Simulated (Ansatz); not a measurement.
# Ta5N4: the cost of one run

Program: Ansatz 0.2.0. Level of theory: DFT PBEsol, scalar-relativistic, plane waves, PAW. These are calculated values, not measurements.

1 further run of the same task is left out (it didn't finish).

## Step 1: The system as given

The structure is hexagonal, space group P6_3/mmc (No. 194). The conventional cell has a = 2.889 Å, b = 2.889 Å, c = 5.861 Å, α = 90.00°, β = 90.00°, γ = 120.00°. Ta (site symmetry -3m) has 6 N at 2.22 Å in its first shell of neighbours. N (site symmetry -6m2) has 6 Ta at 2.22 Å in its first shell of neighbours.

Structure file:

```cif
data_structure
_symmetry_space_group_name_H-M 'P 1'
_symmetry_Int_Tables_number 1
_cell_length_a 2.8895
_cell_length_b 2.8895
_cell_length_c 5.8608
_cell_angle_alpha 90.000
_cell_angle_beta 90.000
_cell_angle_gamma 120.000
_cell_volume 42.38
loop_
_atom_site_label
_atom_site_type_symbol
_atom_site_fract_x
_atom_site_fract_y
_atom_site_fract_z
_atom_site_occupancy
Ta1 Ta 0.00000 0.00000 0.00000 1
Ta2 Ta 0.00000 0.00000 0.50000 1
N1 N 0.33333 0.66667 0.25000 1
N2 N 0.66667 0.33333 0.75000 1
```

This cell was relaxed beforehand with the same method: volume 10.59 Å³/atom, gap on the mesh none (metal).

Bulk energy on matching settings, from an earlier run: -5093.6126 eV/atom.

## Step 2: Cutting the (100) slab

Miller indices refer to the conventional cell of the relaxed bulk, P6_3/mmc (No. 194): a = 2.889 Å, b = 2.889 Å, c = 5.861 Å, α = 90.00°, β = 90.00°, γ = 120.00°.

Cut from the relaxed bulk: a (100) slab, 10.0 Å thick as cut, with 15 Å of vacuum; its outer planes are Ta (top) and Ta (bottom).

The slab as cut. Its planes from the bottom up:

| plane | atoms per cell | height over the lowest (Å) |
| --- | --- | --- |
| 1 | Ta2 | 0.00 |
| 2 | N | 0.83 |
| 3 | N | 1.67 |
| 4 | Ta2 | 2.50 |
| 5 | N | 3.34 |
| 6 | N | 4.17 |
| 7 | Ta2 | 5.00 |
| 8 | N | 5.84 |
| 9 | N | 6.67 |
| 10 | Ta2 | 7.51 |
| 11 | N | 8.34 |
| 12 | N | 9.18 |
| 13 | Ta2 | 10.01 |

## Step 3: The slab as cut, atoms at the bulk's places

The cell repeats along c, and a dipole correction in the vacuum removes the field between the copies.

The input, input.yaml:

```yaml
crystal:
  lattice:
    - [2.8894657411, 0.0, 0.0]
    - [0.0, 5.8607958163, 0.0]
    - [0.0, 0.0, 25.0094029408]
  atoms:
    - { symbol: Ta, position: [0.5, 0.0, 0.2998872071] }
    - { symbol: Ta, position: [0.5, 0.5, 0.2998872071] }
    - { symbol: "N", position: [0.0, 0.75, 0.3332393393] }
    - { symbol: "N", position: [0.5, 0.25, 0.3665914714] }
    - { symbol: Ta, position: [0.0, 0.0, 0.3999436036] }
    - { symbol: Ta, position: [0.0, 0.5, 0.3999436036] }
    - { symbol: "N", position: [0.5, 0.75, 0.4332957357] }
    - { symbol: "N", position: [0.0, 0.25, 0.4666478679] }
    - { symbol: Ta, position: [0.5, 0.0, 0.5] }
    - { symbol: Ta, position: [0.5, 0.5, 0.5] }
    - { symbol: "N", position: [0.0, 0.75, 0.5333521321] }
    - { symbol: "N", position: [0.5, 0.25, 0.5667042643] }
    - { symbol: Ta, position: [0.0, 0.0, 0.6000563964] }
    - { symbol: Ta, position: [0.0, 0.5, 0.6000563964] }
    - { symbol: "N", position: [0.5, 0.75, 0.6334085286] }
    - { symbol: "N", position: [0.0, 0.25, 0.6667606607] }
    - { symbol: Ta, position: [0.5, 0.0, 0.7001127929] }
    - { symbol: Ta, position: [0.5, 0.5, 0.7001127929] }
basis:
  ecutwfc: 420
kpoints:
  mp_grid: { grid: [12, 6, 1] }
hamiltonian:
  xc: pbesol
scf:
  occupations: { method: gaussian, width: 0.1 }
output:
  forces: true
  stress: true
  eigenvalues: true
efield:
  axis: 3
  dipole_correction: true
  ramp_width: 0.04
```

Run with:

```sh
$ ansatz run input.yaml --threads 2 --pin off --max-ram 5120MiB --backend cpu --events-out ev --progress --plain --runs-dir out
```

Q: Estimate wall time and peak memory on 2 threads of Intel Xeon 6975P-C (Granite Rapids), shared host.

About 30 s, with a peak of 1.3 GiB.
